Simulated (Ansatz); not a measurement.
**Ag2O: computed DOS**

Space group Pn-3m:1 (No. 224). a = 4.731 Å, b = 4.731 Å, c = 4.731 Å, α = 90.00°, β = 90.00°, γ = 90.00°
| atom | site | symmetry | x | y | z |
| --- | --- | --- | --- | --- | --- |
| Ag | 4c | .-3m | 0.7500 | 0.7500 | 0.7500 |
| O | 2a | -43m | 0.0000 | 0.0000 | 0.0000 |

The runs use the primitive cell with vectors (4.731, 0.000, 0.000), (0.000, 4.731, 0.000), (0.000, 0.000, 4.731) Å, to which the k mesh refers.

The cell is COD entry 4318188, as deposited and not checked against the literature; nothing was relaxed.

Level of theory: DFT, PBE, all-electron LAPW, scalar-relativistic in Ansatz 0.2.0.

Sampling and basis: a Γ-centred 5×5×5 k mesh, Fermi–Dirac smearing of 0.02 eV, basis error target 1 meV/atom, no spin polarisation.

States per eV and cell, averaged over 0.4 eV, from -5.8 to 4.0 eV, with energies (bin centres) from the Fermi level; empty bins are left out. The partial columns, the largest 3 alone, are projections on Löwdin-orthogonalised atomic shells (those that the program's projection atoms carry: the occupied ones and, for some elements, an empty d or f shell; other empty shells have no column), summed over atoms of an element. Weights on diffuse s and p shells depend on that basis and aren't pure angular character.

| E (eV) | total | Ag 4d | O 2p | Ag 5s |
| --- | --- | --- | --- | --- |
| -5.7 | 2.32 | 0.95 | 1.27 | 0.04 |
| -5.3 | 4.69 | 2.10 | 2.46 | 0.04 |
| -4.9 | 7.34 | 3.38 | 3.80 | 0.05 |
| -4.5 | 1.22 | 0.61 | 0.46 | 0.12 |
| -4.1 | 11.11 | 9.49 | 0.15 | 1.42 |
| -3.7 | 16.03 | 14.76 | 0.71 | 0.49 |
| -3.3 | 20.86 | 20.30 | 0.21 | 0.28 |
| -2.9 | 21.80 | 21.42 | 0.21 | 0.10 |
| -2.5 | 5.71 | 4.26 | 1.01 | 0.34 |
| -2.1 | 5.86 | 3.55 | 1.62 | 0.60 |
| -1.7 | 5.29 | 2.89 | 1.86 | 0.42 |
| -1.3 | 2.57 | 1.28 | 0.76 | 0.48 |
| -0.9 | 5.36 | 2.85 | 1.59 | 0.84 |
| -0.5 | 4.60 | 2.39 | 1.49 | 0.68 |
| -0.1 | 0.55 | 0.28 | 0.19 | 0.08 |
| 0.3 | 0.08 | 0.03 | 0.01 | 0.03 |
| 0.7 | 0.33 | 0.11 | 0.05 | 0.11 |
| 1.1 | 0.53 | 0.16 | 0.10 | 0.19 |
| 1.5 | 1.17 | 0.29 | 0.25 | 0.45 |
| 1.9 | 2.45 | 0.41 | 0.41 | 1.09 |
| 2.3 | 0.84 | 0.07 | 0.09 | 0.34 |
| 2.7 | 4.56 | 0.52 | 0.80 | 1.56 |
| 3.1 | 1.38 | 0.11 | 0.22 | 0.28 |
| 3.5 | 3.27 | 0.25 | 0.52 | 0.71 |
| 3.9 | 1.21 | 0.07 | 0.13 | 0.32 |

Problem. Which of the resolved shells contributes most within 0.3 eV of the Fermi level?

Solution. Ag 4d, with 51 % of all states there; O 2p follows with 34 %.

Problem. Where is the centre of the filled Ag 4d states between -14 eV and the top of the filled states?

Solution. -3.37 eV from the Fermi level.
